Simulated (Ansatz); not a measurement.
Space group P-3m1 (No. 164). a = 3.685 Å, b = 3.685 Å, c = 6.758 Å, α = 90.00°, β = 90.00°, γ = 120.00°
```csv
atom,site,symmetry,x,y,z
Zr,1a,-3m.,0.0000,0.0000,0.0000
S,2d,3m.,0.6667,0.3333,0.7857
```

Equation of state of this ZrS2 structure (not necessarily the ground state), with shape and atoms relaxed at each volume where symmetry leaves them free. Method: DFT PBE, scalar-relativistic, plane waves, PAW in Ansatz 0.2.0.

Cutoff 420 eV; k points 12×12×4 on the computed 3-atom cell (Γ-centred); Gaussian smearing, width 0.02 eV; no spin polarisation.

| V (Å³/atom) | E − E(largest V) (meV/atom) | P (GPa) | gap on mesh (eV) |
| --- | --- | --- | --- |
| 24.904 | 0.70 | 0.26 | 1.09 |
| 25.699 | -0.15 | 0.10 | 1.11 |
| 26.494 | -0.37 | 0.00 | 1.14 |
| 27.289 | -0.27 | -0.04 | 1.15 |
| 28.084 | 0.00 | -0.06 | 1.16 |

**Question.** Fit a third-order Birch–Murnaghan equation to E(V).

**Answer.** V0 = 26.54 Å³/atom, B0 = 2 GPa, B0' = 21.9. B0' is unusual or poorly fixed by this range.

The cell holds layers, and where no dispersion correction was added their binding is poorly described.